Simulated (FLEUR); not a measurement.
# MgB2 (P6/mmm) in FLEUR: notebook

One crystal, MgB2, is run at these levels: PBE; tasks: equation of state.

All numbers are computed with FLEUR MaX-R8.1 (later development tree); they aren't measurements. Logs are shortened: lines on timing, memory, paths and dates and some standing lists are left out, and cuts for length are marked.

## Step 1: The structure

Symmetry: P6/mmm, No. 191, hexagonal system. The conventional cell has a = 3.085 Å, b = 3.085 Å, c = 3.523 Å, α = 90.00°, β = 90.00°, γ = 120.00°. Around Mg (site symmetry 6/mmm) lie 12 B at 2.51 Å. Around B (site symmetry -6m2) lie 3 B at 1.78 Å.

## Step 2: Equation of state, PBE, 9.10 Å³/atom (volume scaled by 0.94)

Contents of inp.xml:

```xml
<?xml version="1.0" encoding="UTF-8" standalone="no"?>
<fleurInput fleurInputVersion="0.39">
   <comment>
      MgB2                                                                                                
   </comment>
   <calculationSetup>
      <cutoffs Kmax="4.64" Gmax="14.4" GmaxXC="14.4" numbands="0"/>
      <scfLoop itmax="60" minDistance="0.00001" maxIterBroyd="15" imix="Anderson" alpha="0.05" precondParam="0.0" spinf="2.0" sdNocoIR="T"/>
      <coreElectrons ctail="T" frcor="F" kcrel="0" coretail_lmax="0"/>
      <xcFunctional name="pbe" relativisticCorrections="F"/>
      <magnetism jspins="1"/>
      <soc l_soc="F" theta="0.0" phi="0.0" spav="F"/>
      <expertModes spex="0" secvar="F"/>
      <geometryOptimization l_f="F" forcealpha="1.0" forcemix="BFGS" epsdisp="0.0005" epsforce="0.0002"/>
      <ldaU l_linMix="F" mixParam="0.05" spinf="1.0"/>
   </calculationSetup>
   <cell>
      <bzIntegration valenceElectrons="16.0" mode="hist" fermiSmearingEnergy="0.00183747">
         <kPointListSelection listName="default-1"/>
         <!-- k-points included here -->
         <xi:include xmlns:xi="http://www.w3.org/2001/XInclude" href="kpts.xml"> </xi:include>
      </bzIntegration>
      <!-- symmetry operations included here -->
      <xi:include xmlns:xi="http://www.w3.org/2001/XInclude" href="sym.xml"> </xi:include>
      <bulkLattice scale="0.9795861087">
         <bravaisMatrix>
            <row-1>    5.8298050943909994     0.0000000000000000     0.0000000000000000</row-1>
            <row-2>   -2.9149025471954997     5.0487593109017990     0.0000000000000000</row-2>
            <row-3>    0.0000000000000000     0.0000000000000000     6.6575051369658000</row-3>
         </bravaisMatrix>
      </bulkLattice>
   </cell>
   <atomSpecies>
      <species name="Magnesium (Mg)" element="Mg" atomicNumber="12">
         <mtSphere radius="2.66" gridPoints="879" logIncrement="0.013"/>
         <atomicCutoffs lmax="11" lnonsphr="8"/>
         <electronConfig flipSpins="F">
            <coreConfig>(1s1/2)</coreConfig>
            <valenceConfig>(2s1/2) (2p1/2) (2p3/2) (3s1/2)</valenceConfig>
         </electronConfig>
         <energyParameters s="3" p="2" d="3" f="4"/>
         <lo type="SCLO" l="0" n="2" eDeriv="0"/>
         <lo type="HELO" l="1" n="3" eDeriv="0"/>
         <lo type="HELO" l="1" n="3" eDeriv="1"/>
         <lo type="SCLO" l="2" n="3" eDeriv="2"/>
         <lo type="SCLO" l="3" n="4" eDeriv="2"/>
      </species>
      <species name="Boron (B)" element="B" atomicNumber="5">
         <mtSphere radius="1.51" gridPoints="517" logIncrement="0.02"/>
         <atomicCutoffs lmax="8" lnonsphr="6"/>
         <electronConfig flipSpins="F">
            <coreConfig>(1s1/2)</coreConfig>
            <valenceConfig>(2s1/2) (2p1/2) (2p3/2)</valenceConfig>
            <stateOccupation state="(2p1/2)" spinUp="0.166667" spinDown="0.166667"/>
            <stateOccupation state="(2p3/2)" spinUp="0.333333" spinDown="0.333333"/>
         </electronConfig>
         <energyParameters s="2" p="2" d="3" f="4"/>
         <lo type="SCLO" l="0" n="2" eDeriv="2"/>
         <lo type="SCLO" l="1" n="2" eDeriv="2"/>
         <lo type="SCLO" l="2" n="3" eDeriv="2"/>
      </species>
   </atomSpecies>
   <atomGroups>
      <atomGroup species="Magnesium (Mg)">
         <relPos label="                   1">.0000000000 .0000000000 .0000000000</relPos>
         <force calculate="T" relaxXYZ="TTT"/>
      </atomGroup>
      <atomGroup species="Boron (B)">
         <relPos label="                   2">-1.000/3.000 1.000/3.000 1.000/2.000</relPos>
         <relPos label="                   3">1.000/3.000 -1.000/3.000 1.000/2.000</relPos>
         <force calculate="T" relaxXYZ="TTT"/>
      </atomGroup>
   </atomGroups>
   <output dos="F" band="F" slice="F">
      <checks vchk="F" cdinf="F"/>
      <bandDOS minEnergy="-.5*Htr" maxEnergy="0.5*Htr" sigma="0.015" storeEVData="T"/>
      <vacuumDOS vacdos="F" integ="F" star="F" nstars="0" locx1="0.0" locy1="0.0" locx2="0.0" locy2="0.0" nstm="0" tworkf="0.0"/>
      <unfoldingBand unfoldBand="F" supercellX="1" supercellY="1" supercellZ="1"/>
      <plotting iplot="0" polar="F">
         <plot TwoD="T" vec1="  1.0  0.0  0.0" vec2="  0.0  1.0  0.0" vec3="  0.0  0.0  1.0" zero="  0.0  0.0  0.0" file="plot"/>
      </plotting>
      <chargeDensitySlicing numkpt="0" minEigenval="0.0" maxEigenval="0.0" nnne="0" pallst="F"/>
      <specialOutput eonly="F"/>
      <moessbauerParams electricFieldGradient="T" isomerShift="T" coreHyperfine="T" valenceHyperfine="T"/>
      <magneticCircularDichroism mcd="F" energyLo="-10.0" energyUp="0.0"/>
   </output>
  <!-- We include the file relax.xml here to enable relaxations (see documentation) -->
  <xi:include xmlns:xi="http://www.w3.org/2001/XInclude" href="relax.xml"> <xi:fallback/> </xi:include>
</fleurInput>
```

Potentials or basis: all-electron, FLAPW.

Run with:

```bash
> inpgen -f crystal.txt -profile fastHighL
> # inp.xml edited to the form shown
> fleur_MPI
```

Output:

```text
Welcome to FLEUR        (www.flapw.de)
      MaX-Release 8.1          (www.max-centre.eu)

 ========== k-point set info ==========
 Selected k-point list: default-1
 k-point list type: mesh
 10 x 10 x 8
 Number of k points: 70

 ------------Calculation Setup---------------------------
 Number of MPI-tasks      :            1
 Number of PE/node        :            1
 Number of OMP-threads    :            1
 Most efficient MPI parallelization for:
           1           2           5           7          10          14          35          70
 Additional eigenvalue parallelization possible
 Number of basis functions:          428
 Approximate size of matrices (H+S) per k-point:         0.003 GB
 --------------------------------------------------------
 Iteration:     1   Distance:      17.01565517 me/bohr^3
 Iteration:     2   Distance:      15.71187067 me/bohr^3
 Iteration:     3   Distance:       5.19084572 me/bohr^3
 Iteration:     4   Distance:       4.73409832 me/bohr^3
 Iteration:     5   Distance:       0.80368974 me/bohr^3
 Iteration:     6   Distance:       0.69533533 me/bohr^3
 Iteration:     7   Distance:       0.18938056 me/bohr^3
 Iteration:     8   Distance:       0.09562146 me/bohr^3
 Iteration:     9   Distance:       0.00638107 me/bohr^3
 Iteration:    10   Distance:       0.00808908 me/bohr^3
 Iteration:    11   Distance:       0.00110051 me/bohr^3
 Iteration:    12   Distance:       0.00018340 me/bohr^3
 Iteration:    13   Distance:       0.00007584 me/bohr^3
 Iteration:    14   Distance:       0.00000406 me/bohr^3

 ********************************************************************
 Run finished successfully
 Stop message:
   all done
 ********************************************************************
```

out.xml (last iteration):

```text
<iteration numberForCurrentRun="   14" overallNumber="   14">
         <energyParameters units="Htr">
            <atomicEP atomType="1" spin="1" branch="3s" branchLowest="-2.46" branchHighest="1.10" value="0.1669680686"/>
            <atomicEP atomType="1" spin="1" branch="2p" branchLowest="-9.99" branchHighest="-1.24" value="-1.2390999231"/>
            <atomicEP atomType="1" spin="1" branch="3d" branchLowest="-9.99" branchHighest="1.74" value="0.4463956737"/>
            <atomicEP atomType="1" spin="1" branch="4f" branchLowest="-9.99" branchHighest="3.07" value="0.6095061706"/>
            <loAtomicEP atomType="1" spin="1" branch="2s" branchLowest="-45.81" branchHighest="-2.46" value="-2.4640541317"/>
            <heloAtomicEP atomType="1" spin="1" branch="3p" branchLowest="0.98" branchHighest="0.98" value="0.9792087475"/>
            <heloAtomicEP atomType="1" spin="1" branch="3p" branchLowest="0.98" branchHighest="0.98" value="0.9792087475"/>
            <loAtomicEP atomType="1" spin="1" branch="3d" branchLowest="-9.99" branchHighest="1.74" value="0.4463961128"/>
            <loAtomicEP atomType="1" spin="1" branch="4f" branchLowest="-9.99" branchHighest="3.07" value="0.6095089216"/>
            <atomicEP atomType="2" spin="1" branch="2s" branchLowest="-6.02" branchHighest="2.64" value="-0.1372951529"/>
            <atomicEP atomType="2" spin="1" branch="2p" branchLowest="-9.99" branchHighest="2.13" value="0.0236923384"/>
            <atomicEP atomType="2" spin="1" branch="3d" branchLowest="-9.99" branchHighest="5.72" value="0.2256934562"/>
            <atomicEP atomType="2" spin="1" branch="4f" branchLowest="-9.99" branchHighest="9.42" value="0.3857072462"/>
            <loAtomicEP atomType="2" spin="1" branch="2s" branchLowest="-6.02" branchHighest="2.64" value="-0.1372951529"/>
            <loAtomicEP atomType="2" spin="1" branch="2p" branchLowest="-9.99" branchHighest="2.13" value="0.0236845623"/>
            <loAtomicEP atomType="2" spin="1" branch="3d" branchLowest="-9.99" branchHighest="5.72" value="0.2256953384"/>
         </energyParameters>
         <eigenvalues>
            <eigenvaluesAt spin="1" ikpt="1" k_x="0.00000000" k_y="0.00000000" k_z="0.00000000">
                      -2.4641926989       -1.2422434911       -1.2422434911       -1.2418903370       -0.1755630850
                       0.1819490202        0.3091505924        0.3091505924        0.3605635312        0.5358427505
                       0.5358427505        0.6157042223        0.6794406081
            </eigenvaluesAt>
            <eigenvaluesAt spin="1" ikpt="2" k_x="0.00000000" k_y="0.00000000" k_z="0.12500000">
                      -2.4641908119       -1.2422397019       -1.2422397019       -1.2419434128       -0.1703355940
                       0.1455379988        0.3111791304        0.3111791304        0.4090412485        0.5373460760
                       0.5373460760        0.6130086299        0.6814670850
            </eigenvaluesAt>
            <eigenvaluesAt spin="1" ikpt="3" k_x="0.00000000" k_y="0.00000000" k_z="0.25000000">
                      -2.4641862569       -1.2422305549       -1.2422305549       -1.2420715219       -0.1556473450
                       0.0840485881        0.3162682251        0.3162682252        0.5063885358        0.5411468363
                       0.5411468363        0.6071439521        0.6856911907
            </eigenvaluesAt>
            <eigenvaluesAt spin="1" ikpt="4" k_x="0.00000000" k_y="0.00000000" k_z="0.37500000">
                      -2.4641817068       -1.2422214109       -1.2422214109       -1.2421995686       -0.1359877091
                       0.0324554697        0.3217007502        0.3217007503        0.5452180609        0.5452180609
                       0.6019303977        0.6143938314        0.6892838425
            </eigenvaluesAt>
         </eigenvalues>
         <bandgap value="0.0116652589" units="eV"/>
         <sumValenceSingleParticleEnergies value="-11.5154501048" units="Htr"/>
         <FermiEnergy value="0.2958727664" units="Htr"/>
         <valenceDensity>
            <mtCharges spin="1">
               <mtCharge atomType="1" total="9.5760464" s="2.4536868" p="6.6934411" d="0.3454806" f="0.0661729"/>
               <mtCharge atomType="2" total="1.3892680" s="0.4771861" p="0.8937475" d="0.0167856" f="0.0013159"/>
            </mtCharges>
            <spinDependentCharge spin="1" total="16.0000000" interstitial="3.6454177" mtSpheres="12.3545823"/>
            <totalCharge value="16.0000000000"/>
         </valenceDensity>
         <coreStates atomType="     1" atomicNumber=" 12" spin="1" kinEnergy="    135.0381705679" eigValSum="    -91.6224791081" lostElectrons=" 0.000000">
            <state n="1" l="0" j="0.5" energy="-45.8112395540" weight="1.0000000000"/>
         </coreStates>
         <coreStates atomType="     2" atomicNumber="  5" spin="1" kinEnergy="     21.6828140486" eigValSum="    -12.0494229268" lostElectrons=" 0.000511">
            <state n="1" l="0" j="0.5" energy="-6.0247114634" weight="1.0000000000"/>
         </coreStates>
         <allElectronCharges>
            <spinDependentCharge spin="1" total="22.0000000" interstitial="3.6464285" mtSpheres="18.3535715"/>
            <totalCharge value="21.9999999950"/>
         </allElectronCharges>
         <moessbauerParams unitsHFF="kG" unitsIS="e/bohr^3" unitsEFG="Htr/bohr^2">
            <coreIsomerShift atomType="1" isTotal="1089.20098">
               <shell n="1" l="0" isomerShift="1089.20098"/>
            </coreIsomerShift>
            <coreIsomerShift atomType="2" isTotal="70.02828">
               <shell n="1" l="0" isomerShift="70.02828"/>
            </coreIsomerShift>
            <isomerShift atomType="1" nucleusRadius="0.0000684" averageDensity="1160.52492"/>
            <isomerShift atomType="2" nucleusRadius="0.0000522" averageDensity="72.17666"/>
            <electricFieldGradient atomType="1" VXX="0.01468" VYY="0.01468" VZZ="-0.02935" asymParam="0.00000">
            </electricFieldGradient>
            <electricFieldGradient atomType="2" VXX="-0.09930" VYY="-0.09930" VZZ="0.19860" asymParam="0.00000">
            </electricFieldGradient>
         </moessbauerParams>
         <totalEnergy                                    value="     -250.0462256937" units="Htr">
            <sumOfEigenvalues                            value="     -127.2367750664">
               <coreElectrons value="-115.7213249616"/>
               <valenceElectrons value="-11.5154501048"/>
            </sumOfEigenvalues>
            <densityCoulombPotentialIntegral value="-345.6441386124"/>
            <densityEffectivePotentialIntegral value="-377.4614347132"/>
            <chargeDenXCDenIntegral value="-24.7024281544"/>
            <FockExchangeEnergyValence value="0.0000000000"/>
            <FockExchangeEnergyCore value="0.0000000000"/>
            <atomTypeDependentContributions atomType="1">
               <electronNucleiInteractionDifferentMTs value="240.3195767772"/>
               <MadelungTerm value="-2.6958772251"/>
            </atomTypeDependentContributions>
            <atomTypeDependentContributions atomType="2">
               <electronNucleiInteractionDifferentMTs value="54.0819010124"/>
               <MadelungTerm value="-5.6490328654"/>
            </atomTypeDependentContributions>
            <tkbTimesEntropy value="0.0002383501"/>
            <freeEnergy value="-250.0464640439"/>
            <extrapolationTo0K value="-250.0463448688"/>
         </totalEnergy>
         <densityConvergence units="me/bohr^3">
            <chargeDensity spin="1" distance="0.0000040568"/>
         </densityConvergence>
      </iteration>
```

It took 45 s on 1 thread of Arm Neoverse V1, shared host; peak memory 0.08 GiB.

Results:

* Free energy: -6804.1109 eV
* Band gap on the k mesh: none (metal or under the smearing width)
* Valence electrons inside the program's atomic spheres: Mg 9.58; B 1.39 (radii Mg 2.66, B 1.51 bohr)

## Step 3: Equation of state, PBE, 9.29 Å³/atom (volume scaled by 0.96)

inp.xml: that of step 2 with these lines changed.

```diff
@@ -24,3 +24,3 @@
       <xi:include xmlns:xi="http://www.w3.org/2001/XInclude" href="sym.xml"> </xi:include>
-      <bulkLattice scale="0.9795861087">
+      <bulkLattice scale="0.9864848297">
          <bravaisMatrix>
```

Potentials or basis: all-electron, FLAPW.

Run with:

```bash
> inpgen -f crystal.txt -profile fastHighL
> # inp.xml edited to the form shown
> fleur_MPI
```

It took 46 s on 1 thread of Arm Neoverse V1, shared host; peak memory 0.08 GiB.

Results (log left out):

* Free energy: -6804.1379 eV
* Band gap on the k mesh: none (metal or under the smearing width)
* Valence electrons inside the program's atomic spheres: Mg 9.52; B 1.37 (radii Mg 2.66, B 1.51 bohr)

## Step 4: Equation of state, PBE, 9.49 Å³/atom (volume scaled by 0.98)

inp.xml: that of step 3 with these lines changed.

```diff
@@ -24,3 +24,3 @@
       <xi:include xmlns:xi="http://www.w3.org/2001/XInclude" href="sym.xml"> </xi:include>
-      <bulkLattice scale="0.9864848297">
+      <bulkLattice scale="0.9932883884">
          <bravaisMatrix>
```

Run with:

```bash
> inpgen -f crystal.txt -profile fastHighL
> # inp.xml edited to the form shown
> fleur_MPI
```

It took 48 s on 1 thread of Arm Neoverse V1, shared host; peak memory 0.08 GiB.

The run converged. Its results:

```
Free energy                                           : -6804.1520 eV
Band gap on the k mesh                                : none (metal or under the smearing width)
Valence electrons inside the program's atomic spheres : Mg 9.47; B 1.36 (radii Mg 2.66, B 1.51 bohr)
```

## Step 5: Equation of state, PBE, 9.68 Å³/atom

inp.xml: that of step 4 with these lines changed.

```diff
@@ -24,3 +24,3 @@
       <xi:include xmlns:xi="http://www.w3.org/2001/XInclude" href="sym.xml"> </xi:include>
-      <bulkLattice scale="0.9932883884">
+      <bulkLattice scale="1.0000000000">
          <bravaisMatrix>
```

Run with:

```bash
> inpgen -f crystal.txt -profile fastHighL
> # inp.xml edited to the form shown
> fleur_MPI
```

It took 49 s on 1 thread of Arm Neoverse V1, shared host; peak memory 0.08 GiB.

Results (log left out):

| Quantity | Value |
| --- | --- |
| Free energy | -6804.1543 eV |
| Band gap on the k mesh | none (metal or under the smearing width) |
| Valence electrons inside the program's atomic spheres | Mg 9.43; B 1.34 (radii Mg 2.66, B 1.51 bohr) |

## Step 6: Equation of state, PBE, 9.87 Å³/atom (volume scaled by 1.02)

inp.xml: that of step 5 with these lines changed.

```diff
@@ -24,3 +24,3 @@
       <xi:include xmlns:xi="http://www.w3.org/2001/XInclude" href="sym.xml"> </xi:include>
-      <bulkLattice scale="1.0000000000">
+      <bulkLattice scale="1.0066227096">
          <bravaisMatrix>
```

Potentials or basis: all-electron, FLAPW.

Run with:

```bash
> inpgen -f crystal.txt -profile fastHighL
> # inp.xml edited to the form shown
> fleur_MPI
```

It took 50 s on 1 thread of Arm Neoverse V1, shared host; peak memory 0.08 GiB.

It converged, with:

```
Free energy                                           : -6804.1458 eV
Band gap on the k mesh                                : none (metal or under the smearing width)
Valence electrons inside the program's atomic spheres : Mg 9.38; B 1.33 (radii Mg 2.66, B 1.51 bohr)
```

## Step 7: Equation of state, PBE, 10.07 Å³/atom (volume scaled by 1.04)

inp.xml: that of step 6 with these lines changed.

```diff
@@ -24,3 +24,3 @@
       <xi:include xmlns:xi="http://www.w3.org/2001/XInclude" href="sym.xml"> </xi:include>
-      <bulkLattice scale="1.0066227096">
+      <bulkLattice scale="1.0131594038">
          <bravaisMatrix>
```

Run with:

```bash
> inpgen -f crystal.txt -profile fastHighL
> # inp.xml edited to the form shown
> fleur_MPI
```

It took 51 s on 1 thread of Arm Neoverse V1, shared host; peak memory 0.08 GiB.

Results (log left out):

| Item | Value |
| --- | --- |
| Free energy | -6804.1274 eV |
| Band gap on the k mesh | none (metal or under the smearing width) |
| Valence electrons inside the program's atomic spheres | Mg 9.34; B 1.31 (radii Mg 2.66, B 1.51 bohr) |

## Step 8: Equation of state, PBE, 10.26 Å³/atom (volume scaled by 1.06)

inp.xml: that of step 7 with these lines changed.

```diff
@@ -24,3 +24,3 @@
       <xi:include xmlns:xi="http://www.w3.org/2001/XInclude" href="sym.xml"> </xi:include>
-      <bulkLattice scale="1.0131594038">
+      <bulkLattice scale="1.0196128224">
          <bravaisMatrix>
```

Run with:

```bash
> inpgen -f crystal.txt -profile fastHighL
> # inp.xml edited to the form shown
> fleur_MPI
```

Wall time 54 s (1 thread of Arm Neoverse V1, shared host); peak memory 0.08 GiB.

The run converged. Its results:

```yaml
Free_energy: -6804.1000 eV
Band_gap_on_the_k_mesh: none (metal or under the smearing width)
Valence_electrons_inside_the_program's_atomic_spheres: Mg 9.30; B 1.30 (radii Mg 2.66, B 1.51 bohr)
```

## Step 9: Equation of state, PBE

Potentials or basis: all-electron, FLAPW.

This step only gathers the single runs of the series.

What came out:

* Equilibrium volume: 9.62 Å³/atom
* Bulk modulus at fixed shape and positions: 152 GPa
* Pressure derivative of the bulk modulus: 3.4

Energy against volume, from the lowest point:
| volume (Å³/atom) | energy (meV/atom) |
| --- | --- |
| 9.098 | 14.48 |
| 9.292 | 5.48 |
| 9.485 | 0.79 |
| 9.679 | 0.00 |
| 9.873 | 2.86 |
| 10.066 | 8.98 |
| 10.260 | 18.11 |

Caveat: the cell was scaled at fixed shape and fractional positions, which overstates the stiffness of a crystal with free parameters, most of all of layers and chains.
